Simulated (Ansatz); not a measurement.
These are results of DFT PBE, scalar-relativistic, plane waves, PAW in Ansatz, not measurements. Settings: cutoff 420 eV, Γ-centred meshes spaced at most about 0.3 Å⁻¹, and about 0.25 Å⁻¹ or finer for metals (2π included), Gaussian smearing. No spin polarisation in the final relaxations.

All energies are static (0 K, no zero-point motion).

Compare these two cells of Br, each relaxed at this level.

A.

Space group P4/mmm (No. 123). a = 2.869 Å, b = 2.869 Å, c = 4.708 Å, α = 90.00°, β = 90.00°, γ = 90.00°
```csv
atom,site,symmetry,x,y,z
Br,1c,4/mmm,0.5000,0.5000,0.0000
```

B.

Space group P6/mmm (No. 191). a = 4.911 Å, b = 4.911 Å, c = 4.758 Å, α = 90.00°, β = 90.00°, γ = 120.00°
```tsv
atom	site	symmetry	x	y	z
Br	2c	-6m2	0.3333	0.6667	0.0000
```

**Question.** Which would you expect to be lower, and how large is the difference?

**Answer.** A is lower, by 169 meV/atom. A has space group P4/mmm (No. 123), 38.8 Å³/atom and no gap on its mesh; B has space group P6/mmm (No. 191), 49.7 Å³/atom and no gap. Counting all near atoms (those within 1.25 times the shortest such distance or 1.15 times the sum of covalent radii, 1.27 where that leaves under three; the shortest distance is added where it exceeds 1.18 times the sum of covalent radii), A has Br 4 from 2.9 Å and B has Br 3 from 2.8 Å. Both come from invented guesses. The part of the Crystallography Open Database at hand lists Br in space group No. 64, which no cell shown has.

No dispersion correction is applied, so the spacing and binding between layers, chains or molecules are poorly described (P4/mmm, P6/mmm), and this can change margins and order among such cells. A magnetic state wasn't ruled out in cells without spin, among them P4/mmm, P6/mmm. Cells relaxed within their symmetry can be saddle points.
